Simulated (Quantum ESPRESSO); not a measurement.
Pr under changes of volume

One of the cells (36.905 Å³/atom); the others are scaled copies at fixed shape and fractional positions:

```
Pr
1.0
    -2.09737    2.09737    2.09737
     2.09737   -2.09737    2.09737
     2.09737    2.09737   -2.09737
Pr
1
Direct
  0.00000 0.00000 0.00000
```

This isn't the form of Pr at room conditions, which is double hcp.

- Program: Quantum ESPRESSO 7.5
- Functional: rev-vdW-DF2
- Potentials or basis: SSSP 1.3 efficiency PBE
- Cutoff: 748 eV
- Density cutoff: 5987 eV
- k mesh: 9 × 9 × 9
- Occupations: fermi-dirac, width 0.05 eV
- Spin: collinear spin, ferromagnetic start
- Starting moments: [2.0] μB

```tsv
volume (Å³/atom)	energy over the lowest point (meV/atom)	pressure (GPa)	moment (μB per cell)
34.691	0.00	-4.4	2.99
35.429	22.30	-4.6	2.99
36.167	45.64	-4.8	3.00
36.905	69.93	-5.0	3.01
37.643	?	?	?
38.381	121.02	-5.4	3.02
39.119	147.67	-5.5	3.02
```

What does the run at 37.643 Å³/atom give?

Energy over the lowest point 95.09 meV/atom; pressure -5.2 GPa; moment 3.01 μB per cell.

Worked out: A Birch-Murnaghan fit of order 3 (a polynomial in V^(-2/3)) to the other rows has no minimum within the range. It gives 95.08 meV/atom at 37.643 Å³/atom, against the run's 95.09, and -dE/dV = -5.5 GPa, against -5.2. A straight line through the other rows of the moment, of slope 0.00783 μB per Å³/atom, gives 3.01 μB, against the run's 3.01.

Energies are extrapolated to zero smearing.

Caveats: the potentials were made for another functional, which shifts forces and pressure; the magnetic or orbital state may not be the lowest.
